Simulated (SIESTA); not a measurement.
Runs of SIESTA 5.4.2 on ZnS. It takes space group F-43m (No. 216, cubic). The conventional cell has a = 5.404 Å, b = 5.404 Å, c = 5.404 Å, α = 90.00°, β = 90.00°, γ = 90.00°. Zn (site symmetry -43m) has 4 S at 2.34 Å as nearest neighbours. S (site symmetry -43m) is surrounded by 4 Zn at 2.34 Å. 

```tsv
task	level	potentials or basis	gap on the mesh (eV)	pressure (GPa)	V0 of scaled cells (Å³/atom)	B0 (GPa)
band structure	vdW-DF-cx	PseudoDojo 0.4 standard (PBE files), DZP (energy shift 0.003 Ry; two zetas on semicore shells)	(a)	(c)	-	-
band structure	AM05	PseudoDojo 0.4 standard (PBEsol files), DZP (energy shift 0.003 Ry; two zetas on semicore shells)	(d)	-0.8	-	-
band structure	BLYP	PseudoDojo 0.4 standard (PBE files), DZP (energy shift 0.003 Ry; two zetas on semicore shells)	2.48	6.1	-	-
equation of state	PBEsol	PseudoDojo 0.4 standard (PBEsol files), DZP (energy shift 0.003 Ry; two zetas on semicore shells)	-	-	19.43	80
equation of state	LDA	PseudoDojo 0.4 standard (LDA files), DZP (energy shift 0.003 Ry; two zetas on semicore shells)	-	-	(b)	86
single point	PBEsol	PseudoDojo 0.4 standard (PBEsol files), DZP (energy shift 0.003 Ry; two zetas on semicore shells)	2.36	-1.1	-	-
```

Alike in all rows: no spin polarisation; cell as given; k mesh 9 × 9 × 9; smearing fermi-dirac 0.05 eV; grid cutoff 800 Ry; energy shift 0.003 Ry.

Question: Fill in the values left out.

Answer: (a) 2.39; (b) 18.81; (c) 0.3; (d) 2.44.

Caveats: short orbitals over semicore shells can move pressures by several GPa; the valence orbitals were made in a potential fitted to the semicore shell under them, which widens gaps by tenths of an eV or more; the basis of atomic orbitals isn't converged, which shifts pressures, moduli and gaps; the potentials were made for another functional, which shifts forces and pressure (some runs).

